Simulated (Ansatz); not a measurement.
Reaction (ligand exchange at the Al–O bond): `C[SiH](F)[O][AlH2]` + `CC(C)(C)O` → `CC(C)(C)[O][AlH2]` + `C[SiH](O)F`

Computed with Ansatz on PBE0-D4/def2-TZVP structures; ΔE is electronic, products minus reactants. CBS: MP2 limit from def2 TZ/QZ plus the TZ coupled-cluster correction, frozen cores. Functionals use def2-TZVPP. One conformer a species, not always the lowest.

`C[SiH](F)[O][AlH2]`:

Cartesian coordinates in Å:
```
C 1.579 -0.971 0.442
Si -0.227 -0.645 0.658
F -0.454 -0.054 2.130
O -0.764 0.424 -0.424
Al -1.456 1.709 -1.271
H 1.778 -1.390 -0.547
H 1.938 -1.681 1.191
H 2.156 -0.048 0.544
H -1.047 -1.877 0.576
H -2.047 2.923 -0.454
H -1.456 1.610 -2.846
```

`CC(C)(C)O`:

Z-matrix (Å, degrees):
```
C
C 1 1.523
H 1 1.093 2 111.3
H 1 1.092 2 110.2 3 120.5
H 1 1.095 2 110.7 3 -119.7
C 2 1.517 1 110.8 3 -61.9
C 2 1.523 1 110.7 3 61.4
O 2 1.426 1 109.7 3 -177.5
H 6 1.092 2 110.2 1 -178.1
H 6 1.092 2 110.2 1 -58.7
H 6 1.092 2 110.8 1 61.6
H 7 1.093 2 111.3 1 -61.3
H 7 1.092 2 110.2 1 178.2
H 7 1.095 2 110.7 1 58.4
H 8 0.961 2 108.1 1 -60.8
```

`CC(C)(C)[O][AlH2]`:

Cartesian coordinates in Å:
```
C -0.179 0.499 -1.747
C -0.119 0.018 -0.305
C -1.396 0.398 0.435
C 0.091 -1.491 -0.257
O 0.983 0.662 0.304
Al 1.732 0.700 1.813
H -1.013 0.038 -2.281
H 0.749 0.248 -2.265
H -0.303 1.583 -1.776
H -1.353 0.058 1.473
H -2.273 -0.055 -0.034
H -1.525 1.483 0.428
H 0.139 -1.838 0.779
H -0.727 -2.019 -0.753
H 1.024 -1.757 -0.758
H 2.988 1.648 1.928
H 1.180 -0.175 3.016
```

`C[SiH](O)F`:

Cartesian coordinates in Å:
```
C 0.674 -0.902 -0.260
Si -0.666 0.252 0.288
O -0.136 1.776 0.544
F -1.785 0.253 -0.857
H 0.275 -1.908 -0.413
H 1.464 -0.959 0.492
H 1.121 -0.573 -1.202
H -1.318 -0.152 1.550
H 0.371 2.213 -0.141
```

Q: Is it downhill or uphill in electronic energy at CCSD(T)/CBS, and by how much? (An estimate is asked.)

A: Computed: Uphill: ΔE = +29.1 kJ/mol.

Q: What do these levels give: r2SCAN-D4, PBE0-D4, ωB97X-V, PBE0, MP2/def2-TZVPP, SCS-MP2/def2-TZVPP, CCSD/def2-TZVPP, MP2/def2-QZVPP, SCS-MP2/def2-QZVPP, HF/CBS(def2), MP2/CBS(def2), CCSD/CBS(def2)? (An estimate is asked.)

A: The calculation gave: r2SCAN-D4 27.1, PBE0-D4 26.7, ωB97X-V 27.7, PBE0 29.4, MP2/def2-TZVPP 27.7, SCS-MP2/def2-TZVPP 29.9, CCSD/def2-TZVPP 30.9, MP2/def2-QZVPP 28.2, SCS-MP2/def2-QZVPP 30.4, HF/CBS(def2) 40.4, MP2/CBS(def2) 28.0, CCSD/CBS(def2) 31.3 kJ/mol.

Largest T1 diagnostic among the species: 0.012.

The D4 term adds −4.7 kJ/mol with B3LYP and −2.7 kJ/mol with PBE0; it sums over pairs of atoms, weighted by their polarisabilities, and B3LYP, whose exchange is more repulsive, gets the larger term. From PBE to PBE0 (25 % exact exchange), in def2-TZVPP and without D4, ΔE moves by +3.3 kJ/mol.

B3LYP here is the variant with VWN-RPA as its local correlation; programs differ in this.
